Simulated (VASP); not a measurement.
PbSe (Clausthalite), 2 atoms in the cell. The structure is cubic, space group Fm-3m (No. 225). The conventional cell has a = 6.104 Å, b = 6.104 Å, c = 6.104 Å, α = 90.00°, β = 90.00°, γ = 90.00°. Around Pb (site symmetry m-3m) lie 6 Se at 3.05 Å. Around Se (site symmetry m-3m) lie 6 Pb at 3.05 Å. 

| Item | Value |
| --- | --- |
| Program | VASP 6.6.1 |
| Task | band structure |
| Functional | PBE-EpsX |
| Potentials or basis | VASP PAW PBE potentials, release 64 (Pb_d, Se) |
| Cutoff | 520 eV |
| k mesh | 6 × 6 × 6 |
| Occupations | gaussian, width 0.03 eV |
| Spin | no spin polarisation |
| Grid for exact exchange (PRECFOCK) | Fast |
| Exchange at q = 0 | truncated |
| Share of exact exchange | 0.0275 |
| Further INCAR settings | ALGO = Normal; EDIFF = 1e-06 |

Potentials or basis: VASP PAW PBE potentials, release 64 (Pb_d, Se).

Run with:

```sh
$ cat potpaw_PBE.64/Pb_d/POTCAR potpaw_PBE.64/Se/POTCAR > POTCAR
$ cp INCAR.step1 INCAR
$ cp KPOINTS.step1 KPOINTS
$ mpirun -np 4 vasp_std > vasp.out
$ cp INCAR.step2 INCAR
$ cp KPOINTS.step2 KPOINTS
$ mpirun -np 4 vasp_std > vasp.out
$ cp INCAR.step3 INCAR
$ cp KPOINTS.step3 KPOINTS
$ mpirun -np 4 vasp_std > vasp.out
```

Hardware: 4 MPI ranks on AMD EPYC 9R45 96-Core Processor (Zen 5), on a shared host.

Task: Estimate the wall time of this run.

Result: Run time: 5.9 min on 4 MPI ranks on AMD EPYC 9R45 96-Core Processor (Zen 5) (shared host), peak memory 0.29 GiB a rank. Counts: scf iterations 12, k points 16.
